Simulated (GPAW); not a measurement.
Runs of GPAW 26.7.0 on AlN. The structure is cubic, space group F-43m (No. 216). Conventional cell: a = 4.368 Å, b = 4.368 Å, c = 4.368 Å, α = 90.00°, β = 90.00°, γ = 90.00°. Al (site symmetry -43m) has 4 N at 1.89 Å as nearest neighbours. N (site symmetry -43m) has 4 Al at 1.89 Å as nearest neighbours. Measurements of this composition are mostly on another form, of space group No. 186.

```tsv
level	potentials or basis	gap on the mesh (eV)
RPBE	the program's PAW data sets (release 1.2.1) made for this functional, pw	(a)
PBEsol	PAW data sets generated in the run's folder for this functional, pw	3.16
LDA	the program's PAW data sets (release 1.2.1) made for this functional, pw	3.22
AM05	PAW data sets generated in the run's folder for this functional, pw	3.16
```

Alike in all rows: task dielectric tensor; no spin polarisation; cell as given; k mesh 8 × 8 × 8; cutoff (eV) 550; smearing fermi-dirac 0.001 eV.

**Question.** Estimate the missing entries.

**Answer.** (a) 3.32.

Caveats: the long-wavelength limit can be off by a per cent or two.

A k mesh can miss the band edges.

Runs at the PBE level aren't shown here.
